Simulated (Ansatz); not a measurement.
The system is W.

```
CELL_PARAMETERS angstrom
-1.58234 1.58234 1.58234
1.58234 -1.58234 1.58234
1.58234 1.58234 -1.58234
ATOMIC_POSITIONS crystal
W 0.00000 0.00000 0.00000
```

```yaml
Program: Ansatz 0.2.0
Task: single point
Functional: PBEsol
Potentials_or_basis: all-electron LAPW, scalar-relativistic
Cutoff: 286 eV (chosen from the basis error)
Basis_error_allowed: 0.001 eV/atom
k_mesh: 12 × 12 × 12
Occupations: fermi-dirac, width 0.05 eV
Spin: no spin polarisation
```

On this cell: pressure -2.9 GPa; band gap on the k mesh none (metal or under the smearing width).

The same run follows on a disturbed copy (cell strained at random at fixed volume):

```
W
1.0
    -1.54480    1.61508    1.63102
     1.57115   -1.54525    1.58754
     1.54570    1.54614   -1.56120
W
1
Direct
  0.01093 0.00770 0.02297
```

Q: What does the disturbed cell give?

A: The energy (extrapolated to zero smearing) moves by +22.0 meV/atom; pressure -2.7 GPa; band gap on the k mesh none (metal or under the smearing width).

Stress tensor (GPa, compression positive):
```
 2.89  0.60 -2.02
 0.60 -2.85 -5.93
-2.02 -5.93 -8.22
```
